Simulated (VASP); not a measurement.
Write the native input for VASP 6.6.1 that does the following.

```
Task                   : relaxation of cell and atoms
Functional             : PBE
Potentials or basis    : VASP PAW PBE potentials, release 64 (Ti_sv, Al)
Cutoff                 : 600 eV
k mesh                 : 10 × 10 × 10
Occupations            : gaussian, width 0.1 eV
Spin                   : no spin polarisation
Dipole correction      : no
Further INCAR settings : ALGO = Normal; EDIFF = 1e-07; IBRION = 2; EDIFFG = -0.005; NSW = 100; ISIF = 3
```

The structure of TiAl3 lies in POSCAR:

```
TiAl3
1.0
    3.9556712500      0.0000000000      0.0000000000
    0.0000000000      3.9556712500      0.0000000000
    0.0000000000      0.0000000000      3.9556712500
Ti Al
1 3
Direct
    0.0000000000      0.0000000000      0.0000000000
    0.5000000000      0.5000000000      0.0000000000
    0.5000000000      0.0000000000      0.5000000000
    0.0000000000      0.5000000000      0.5000000000
```

The cell comes from a database or a generator and needn't be the stable form of this composition.

These files were run (other wordings do the same):

INCAR

```
ALGO = Normal
EDIFF = 1E-7
EDIFFG = -0.005
ENCUT = 600
GGA = PE
IBRION = 2
ISIF = 3
ISMEAR = 0
LASPH = T
LCHARG = F
LREAL = F
LWAVE = F
NELM = 100
NSW = 100
PREC = Accurate
SIGMA = 0.1
```

KPOINTS

```
k-points
0
Gamma
  10 10 10
```

Potentials or basis: VASP PAW PBE potentials, release 64 (Ti_sv, Al).

Command:

```sh
$ cat potpaw_PBE.64/Ti_sv/POTCAR potpaw_PBE.64/Al/POTCAR > POTCAR
$ mpirun -np 1 vasp_std > vasp.out
```

Results of the run:

```json
{
  "Relaxed volume": "15.75 Å³/atom",
  "Relaxed cell": "a = 3.979 Å, b = 3.979 Å, c = 3.979 Å, α = 90.00°, β = 90.00°, γ = 90.00°",
  "Space group after relaxing (to 0.05 Å)": "Pm-3m (No. 221)",
  "Energy gained by relaxing": "1.7 meV/atom",
  "Ionic steps": "3",
  "Pressure after relaxing": "0.0 GPa",
  "Band gap on the k mesh": "none (metal or under the smearing width)"
}
```

Wall time 39 s on 1 thread of Intel(R) Xeon(R) 6975P-C (Granite Rapids) (shared host), peak memory 0.22 GiB.
